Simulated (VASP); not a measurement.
# Settings for BiTe: energy along a vibration (SMASS = -2)

BiTe, Fm-3m (no. 225), atoms displaced along the mode, 2 atoms in the cell. PBE, energy along a line of displacements; PAW potentials Bi, Te (PBE set). VASP 6.6.1.

Wanted: harmonic frequency within 1 %.

Space group without the displacement: Fm-3m (no. 225); Mode: optical mode at Gamma along [111].

POSCAR of the starting run:
```
BiTe
1.0
    0.0000000000      3.2350000000      3.2350000000
    3.2350000000      0.0000000000      3.2350000000
    3.2350000000      3.2350000000      0.0000000000
Bi Te
1 1
Direct
   -0.0027063685     -0.0027063685     -0.0027063685
    0.5044324293      0.5044324293      0.5044324293

    0.0043775511   0.0043775511   0.0043775511
   -0.0071694543  -0.0071694543  -0.0071694543
```

The series start from k mesh: 5 × 5 × 5; Cutoff (eV): 260; Step along the mode (Å): 0.02; Smearing width (eV): 0.15. Each series keeps the choices made before it, and each single choice may use up half of a tolerance.

## k mesh

| k mesh | Harmonic frequency (THz) | Time (s) |
|---|---|---|
| 2 × 2 × 2 | -7.384 | 12 |
| 3 × 3 × 3 | 1.091 | 9.9 |
| 4 × 4 × 4 | 3.345 | 14 |
| 5 × 5 × 5 | 3.266 | 19 |
| 7 × 7 × 7 | 3.017 | 34 |
| 8 × 8 × 8 | 3.215 | 49 |
| 10 × 10 × 10 (reference) | 2.835 | 81 |

Chosen: 10 × 10 × 10; the next looser run is off by more than half of the tolerance, so convergence isn't shown beyond this value.

## Cutoff (eV)

| Cutoff (eV) | Harmonic frequency (THz) | Time (s) |
|---|---|---|
| 140 | 2.856 | 59 |
| 170 | 2.855 | 83 |
| 200 | 2.839 | 86 |
| 230 | 2.836 | 91 |
| 260 | 2.835 | 81 |
| 300 (reference) | 2.836 | 210 |

Chosen: 200, the loosest value from which every tighter one stays within half of the tolerance.

## Smearing width (eV)

| Smearing width (eV) | Harmonic frequency (THz) | Time (s) |
|---|---|---|
| 0.4 | 2.845 | 105 |
| 0.3 | 2.877 | 83 |
| 0.2 | 2.866 | 83 |
| 0.15 | 2.834 | 92 |
| 0.1 (reference) | 2.805 | 85 |

Chosen: 0.1; the next looser run is off by more than half of the tolerance, so convergence isn't shown beyond this value.

Also changed on the way, by series that aren't shown: Step along the mode (Å): 0.04.

## All choices together

| Input | Harmonic frequency (THz) | Time (s) |
|---|---|---|
| defaults on a coarse mesh (naive) | 1.375 | 3.2 |
| chosen settings | 2.805 | 85 |
| reference settings throughout | 2.817 | 174 |

The chosen settings stay within the tolerance of the reference run, but the reference itself isn't shown to be converged in: k mesh, Smearing width (eV).

## The input

INCAR:
```
GGA = PE ; PREC = Accurate
ENCUT = 200 ; EDIFF = 1E-7
ALGO = Normal ; LREAL = F
LASPH = T ; ISMEAR = 1
SIGMA = 0.1 ; ISYM = 0
LWAVE = F ; LCHARG = F
IBRION = 0 ; SMASS = -2
POTIM = 1 ; NSW = 9
NELMIN = 4 ; IWAVPR = 11
KPAR = 2
```

KPOINTS:
```
Automatic mesh
0
Gamma
  10 10 10
  0 0 0
```

POSCAR:
```
BiTe
1.0
    0.0000000000      3.2350000000      3.2350000000
    3.2350000000      0.0000000000      3.2350000000
    3.2350000000      3.2350000000      0.0000000000
Bi Te
1 1
Direct
   -0.0054127370     -0.0054127370     -0.0054127370
    0.5088648585      0.5088648585      0.5088648585

    0.0087551021   0.0087551021   0.0087551021
   -0.0143389086  -0.0143389086  -0.0143389086
```

Commands:
```
cat potpaw_PBE.64/Bi/POTCAR potpaw_PBE.64/Te/POTCAR > POTCAR
mpirun -np 2 vasp_std > vasp.out
```

The chosen input took VASP 6.6.1 85 s on 2 cores (Intel Xeon Platinum 8488C (Sapphire Rapids)), a shared host.

## An input that fails: POTIM multiplies the typed steps tenfold

It runs to its end, but against the unchanged starting input it is off by 589 % in the harmonic frequency.

Changes against the starting input:
```
- POTIM = 1
+ POTIM = 10
```
